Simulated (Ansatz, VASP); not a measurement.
## Two plane-wave programs on Cu

File INCAR:

```
SYSTEM = Cu
PREC = Accurate ; ENCUT = 520
EDIFF = 1E-6 ; ISMEAR = -1
SIGMA = 0.05 ; LREAL = .False.
LASPH = .True. ; NELM = 80
ALGO = Normal ; ISIF = 2
LWAVE = .False. ; LCHARG = .True.
GGA = CA ; LELF = .True.
LVHAR = .True. ; NBANDS = 12
```

Contents of KPOINTS:

```
Automatic mesh
0
Gamma
  13 13 13
  0 0 0
```

The input POSCAR:

```
Cu
1.0
   -1.4427933200      1.4427933200      1.3760814500
    1.4427933200     -1.4427933200      1.3760814500
    1.4427933200      1.4427933200     -1.3760814500
Cu
1
Direct
    0.0000000000      0.0000000000      0.0000000000
```

Contents of input.yaml:

```yaml
crystal:
  lattice:
    - [-1.44279332, 1.44279332, 1.37608145]
    - [1.44279332, -1.44279332, 1.37608145]
    - [1.44279332, 1.44279332, -1.37608145]
  atoms:
    - { symbol: Cu, position: [0.0, 0.0, 0.0] }
hamiltonian:
  xc: lda
  pseudopotentials: { kind: paw }
kpoints:
  mp_grid: { grid: [13, 13, 13] }
scf:
  occupations: { method: fermi_dirac, width: 0.05 }
output:
  forces: true
  stress: true
  eigenvalues: true
```

This isn't the form of Cu at room conditions, which is fcc.

Alike in both runs: task single point; functional LDA; k mesh 13 × 13 × 13; occupations fermi-dirac, width 0.05 eV; no spin polarisation.

|  | VASP | Ansatz |
| --- | --- | --- |
| version | VASP 6.6.1 | Ansatz 0.2.0 |
| potentials or method | VASP PAW LDA potentials, release 64 (Cu) | Ansatz PAW |
| plane-wave cutoff (eV) | 520 | 420 |
| valence electrons in the cell | 11 | 19 |

|  | VASP | Ansatz | Ansatz less VASP |
| --- | --- | --- | --- |
| gap on the k mesh at the Fermi level (eV) | none | none | - |
| pressure (GPa) | -7.0 | -7.8 | -0.83 |
| largest component of the traceless stress (GPa) | 0.26 | 0.21 | -0.050 |

A gap of «none» marks a metal or a gap that the smearing closes. The two sets of potentials don't hold the same shells in valence.

Caveats: the PAW data sets come from PBE, with cores solved anew for the run's functional, which leaves a small shift of forces and pressure (Ansatz).
